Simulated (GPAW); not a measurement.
# ZnSe (Stilleite) (F-43m) in GPAW: a series of runs, part 3 of 3

GPAW 26.7.0. Earlier steps stand in the parts before.

**6. Optical spectrum by the Bethe-Salpeter equation, GLLB-SC**

The input, run.py:

```python
import numpy as np
from ase import Atoms
from ase.dft.bandgap import bandgap
from ase.io import write
from gpaw import GPAW, PW
from gpaw.response.bse import BSE

atoms = Atoms(['Se', 'Zn'],
              cell=[[0.0, 2.8338, 2.8338],
                    [2.8338, 0.0, 2.8338],
                    [2.8338, 2.8338, 0.0]],
              scaled_positions=[[0.75, 0.75, 0.75],
                                [0.0, 0.0, 0.0]],
              pbc=True)

calc = GPAW(mode=PW(400),
            xc='GLLBSC',
            kpts={'size': (7, 7, 7), 'gamma': True},
            occupations={'name': 'fermi-dirac', 'width': 0.001},
            nbands=18,
            convergence={'density': 1e-06},
            maxiter=150,
            txt='gpaw.txt')
atoms.calc = calc
energy = atoms.get_potential_energy()
calc.write('gs.gpw')
write('result.traj', atoms)
print('Fermi level:', round(calc.get_fermi_level(), 4), 'eV')
print(f'Gap: {bandgap(calc)[0]:.4f} eV, direct: {bandgap(calc, direct=True)[0]:.4f} eV')

dense = calc.fixed_density(kpts={'size': (5, 5, 5), 'gamma': True},
                           nbands=55, convergence={'bands': 49},
                           update_fermi_level=True, txt='dense.txt')
dense.write('dense.gpw', mode='all')
gap = bandgap(dense, direct=True)[0]
print(f'Direct gap on the dense mesh: {gap:.4f} eV')

bse = BSE('dense.gpw',
          ecut=30,
          valence_bands=range(3, 9),
          conduction_bands=range(9, 11),
          nbands=49,
          mode='BSE',
          integrate_gamma='sphere',
          direction=0,
          txt='bse.txt')
bse.get_dielectric_function(w_w=np.linspace(0, 11, 221), eta=0.1, filename='bse.csv', write_eig='eig.dat')
_, energies, weights = np.loadtxt('eig.dat', unpack=True)
bright = energies[weights > 1e-3 * weights.max()]
print(f'Lowest exciton {energies.min():.4f} eV, lowest bright one {bright.min():.4f} eV')
```

Potentials or basis: the program's PAW data sets (release 1.2.1) made for this functional, pw.

Started as:

```sh
$ OMP_NUM_THREADS=1 python run.py
```

gpaw.txt:

```text
___ ___ ___ _ _ _
 |   |   |_  | | | |
 | | | | | . | | | |
 |__ |  _|___|_____|  26.7.0
 |___|_|

Input parameters:
  convergence: {density: 1e-06}
  kpts: {gamma: True,
         size: (7, 7, 7)}
  maxiter: 150
  mode: {ecut: 400.0,
         name: pw}
  nbands: 18
  occupations: {name: fermi-dirac,
                width: 0.001}
  xc: GLLBSC

System changes: positions, numbers, cell, pbc, initial_charges, initial_magmoms

Initialize ...

species:
  Se:
    name:    Selenium
    Z:       34.0
    valence: 6
    core:    28
    charge:  0.0  # [|e|]
    compensation charges:
      type: gauss
      rc: 0.27  # [Å]
      lmax: 2
    cutoffs:
      filter: 1.77  # [Å]
      core: 2.61  # [Å]
    projectors
    | kind |    occ | energy [eV] | rcut [Å] |
    |------|--------|-------------|----------|
    |   4s |  2.000 |     -19.929 |    0.847 |
    |   4p |  4.000 |      -9.440 |    1.005 |
    |    s |        |       7.282 |    0.847 |
    |    p |        |      17.771 |    1.005 |
    |    d |        |       0.000 |    0.847 |

    Using partial waves for Se as LCAO basis

  Zn:
    name:    Zinc
    Z:       30.0
    valence: 12
    core:    18
    charge:  0.0  # [|e|]
    compensation charges:
      type: gauss
      rc: 0.37  # [Å]
      lmax: 2
    cutoffs:
[... 99 lines left out ...]
  |  1.000 | RESPONSE   | eps=0.0500 eV                                 |
  |  1.000 | XC         | GGA_C_PBE_SOL with 2 nearest neighbor stencil |
  -----------------------------------------------------------------------

Number of atoms: 2
Number of atomic orbitals: 13
Number of bands in calculation: 18
Number of valence electrons: 18
Bands to converge: occupied

... initialized

Initializing position-dependent things.

Density initialized from atomic densities
Creating initial wave functions:
  13 bands from LCAO basis set
  5 bands from random numbers

                    Se

       Zn

Atomic positions and initial magnetic moments

Positions:
   0 Se     4.250700    4.250700    4.250700    ( 0.0000,  0.0000,  0.0000)
   1 Zn     0.000000    0.000000    0.000000    ( 0.0000,  0.0000,  0.0000)

Unit cell:
           periodic     x           y           z      points  spacing
  1. axis:    yes    0.000000    2.833800    2.833800    20     0.1636
  2. axis:    yes    2.833800    0.000000    2.833800    20     0.1636
  3. axis:    yes    2.833800    2.833800    0.000000    20     0.1636

  Lengths:   4.007598   4.007598   4.007598
  Angles:   60.000000  60.000000  60.000000

Effective grid spacing dv^(1/3) = 0.1785

iter:   1    -6.932658
iter:   2    -7.236804   -1.31  -1.28
iter:   3    -6.868915   -2.41  -1.15
iter:   4    -6.271900   -2.02  -1.38
iter:   5    -6.267422   -3.46  -1.48
iter:   6    -6.207871   -3.68  -1.62
iter:   7    -6.242231   -4.02  -1.63
iter:   8    -6.258260   -4.27  -1.70
iter:   9    -6.283806   -3.93  -1.80
iter:  10    -6.364809   -3.56  -1.83
iter:  11    -6.390664   -4.44  -2.23
iter:  12    -6.439908   -4.01  -2.44
iter:  13    -6.439353   -5.07  -3.10
iter:  14    -6.438759c  -6.48  -3.45
iter:  15    -6.438388c  -7.61c -4.22
iter:  16    -6.437889c  -7.81c -4.55
iter:  17    -6.438168c  -8.25c -4.47
iter:  18    -6.438129c  -9.55c -5.01
iter:  19    -6.438126c -10.91c -5.46
iter:  20    -6.438117c -10.27c -5.61
iter:  21    -6.438119c -12.02c -6.43c

Converged after 21 iterations.

Dipole moment: (3.541021, 3.541021, 3.541021) |e|*Ang

Energy contributions relative to reference atoms: (reference = -114879.925546)

Kinetic:        +55.022745
Potential:      -50.072294
External:        +0.000000
XC:             -11.708153
Entropy (-ST):   -0.000000
Local:           +0.319583
SIC:             +0.000000
--------------------------
Free energy:     -6.438119
Extrapolated:    -6.438119

GLLBSC response reference energy: 2.50869 eV (from HOMO)

Showing only first 2 kpts
 Kpt  Band  Eigenvalues  Occupancy
  0     7      2.50869    2.00000
  0     8      2.50869    2.00000
  0     9      4.13392    0.00000
  0    10      8.53527    0.00000

  1     7      1.99942    2.00000
  1     8      1.99942    2.00000
  1     9      5.71467    0.00000
  1    10      7.65704    0.00000

Fermi level: 2.99975

Gap: 1.625 eV
Transition (v -> c):
  (s=0, k=0, n=8, [0.00, 0.00, 0.00]) -> (s=0, k=0, n=9, [0.00, 0.00, 0.00])
No difference between direct/indirect transitions
Writing to gs.gpw (mode='')
```

stdout:

```text
Fermi level: 2.9997 eV
Gap: 1.6252 eV, direct: 1.6252 eV
Direct gap on the dense mesh: 1.6252 eV
Lowest exciton 1.3679 eV, lowest bright one 1.3679 eV
```

chi0.txt:

```text
FrequencyDescriptor(from 0.000 to 0.000 eV, 1 points)
FrequencyDescriptor(from 0.000 to 0.000 eV, 1 points)

Calculating chi0 body with:
    Ground state adapter containing:
    Number of spins: 1
    Number of kpoints: 125
    Number of irreducible kpoints: 10
    Number of completely occupied states: 9
    Number of partially occupied states: 9
[... 11 lines left out ...]
Symmetries of q_c:
    Direct symmetries (Uq -> q): 24
    Indirect symmetries (TUq -> q): 24
In total 48 allowed symmetries.
[... 32 lines left out ...]
    Number of irreducible kpoints: 10
    Number of completely occupied states: 9
    Number of partially occupied states: 9
[... 16 lines left out ...]
Integral kind: response function

Finished calculating chi0

[... 7 further blocks of this kind ...]
Calculating chi0 body with:
    Ground state adapter containing:
    Number of spins: 1
    Number of kpoints: 125
    Number of irreducible kpoints: 10
    Number of completely occupied states: 9
    Number of partially occupied states: 9
[... 16 lines left out ...]
Integral kind: response function

Finished calculating chi0
```

Run time: 3.4 min. Hardware: 1 thread of Arm Neoverse V1, shared host; peak memory 0.4 GiB.

What came out:

| Property | Result |
| --- | --- |
| Band gap on the k mesh, Kohn-Sham part alone, mean-field level | 1.63 eV, direct |
| Exciton binding energy | 0.26 eV |

Lowest exciton energies (eV): 1.37, 1.37, 1.37, 2.88, 2.88, 2.88, 3.01, 3.01

Caveat: the band lists can cut through equal levels, which moves peak heights; the k mesh is coarse; on so coarse a mesh excitons come out too strongly bound; on this mesh the treatment of q = 0 moves the result by about a tenth of an eV; a model potential gives levels but no total energy; the long-wavelength limit can be off by several per cent where d states take part; response on these states lacks terms of the Hamiltonian; the static dielectric constant lacks the antiresonant part and is too small; spectra need much finer meshes, so this one isn't converged; an odd mesh through Γ misses points on the zone boundary, where band edges often lie.

**7. Comparison with measurements**

Step 3. The gap isn't set beside the deposited one, since the derivative discontinuity is missing. Measured high-frequency dielectric constant of ZnSe: 5.9 (a printed reference work, textbook). This calculation gives 6.17 (+4.5 %).

Step 4. The gap isn't set beside the deposited one, since the derivative discontinuity is missing.

Step 5. The gap isn't set beside the deposited one, since the derivative discontinuity is missing.

Step 6. The gap isn't set beside the deposited one, since the derivative discontinuity is missing.
